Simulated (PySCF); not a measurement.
Input of a run (PBE0-D3(BJ)/def2-SVP geometry optimisation, gas phase (PySCF 2.14.0)), started from GFN2-xTB:
```
{"job": {"xc": "PBE0", "basis": "def2-SVP", "d3": "d3bj", "grid": 2, "kind": "geom"}, "charge": 0, "multiplicity": 1}
C      1.303679     0.551369    -0.496487
C      1.212666    -0.768239    -0.434555
C     -0.097598    -1.095337     0.266928
C     -1.193086    -0.612266    -0.672584
C     -1.102130     0.707407    -0.733865
C      0.055672     1.119466     0.163705
C     -0.122072     0.068305     1.274416
H      2.065940     1.158076    -0.946967
H      1.882449    -1.512370    -0.821584
H     -0.200900    -2.106942     0.648425
H     -1.863001    -1.270274    -1.192504
H     -1.678385     1.399942    -1.317575
H      0.095141     2.166761     0.448713
H     -1.067977     0.157795     1.808456
H      0.705189     0.044296     1.983566
```

Output (energies in Eh, forces in Eh/bohr):
```
step   0  E = -270.97531951  max force = 0.009723
step   1  E = -270.97790182  max force = 0.002571
step   2  E = -270.97792609  max force = 0.000241
step   3  E = -270.97792696  max force = 0.000073
optimisation converged
```

Problem. Summarise the run.

Solution. The energy falls by 6.8 kJ/mol over 4 energy and gradient evaluations, the largest force component goes from 0.0097 to 7.3e-05 Eh/bohr, and the atoms move by 0.029 Å rms after alignment. Among the bonds, C1–H8, C2–H9, C4–H11 and C5–H12 change most and about equally (+0.017 Å). Bonds longer at the end by more than 0.005 Å: 16 of 16; shorter: 0. The energy never rose by more than 1e-6 Eh on the way. The first step brought 99 % of the lowering.

Problem. What are the final bond lengths?

Solution. C1=C2 1.336 Å, C2–C3 1.535 Å, C3–C4 1.535 Å, C4=C5 1.336 Å, C5–C6 1.535 Å, C6–C7 1.548 Å, C1–C6 1.535 Å, C3–C7 1.548 Å, C1–H8 1.091 Å, C2–H9 1.091 Å, C3–H10 1.098 Å, C4–H11 1.091 Å, C5–H12 1.091 Å, C6–H13 1.098 Å, C7–H14 1.101 Å, C7–H15 1.101 Å. Numbering counts from 1 in the input's order; the species is `[C@H]12C[C@H](C=C1)C=C2`.

The run used 138 basis functions and 26 SCF cycles in all. Hardware: Arm Neoverse V2, one thread, shared host. Cost: 25 s of wall time, 0.75 GiB resident at most.

Stationary, but not proved a minimum.
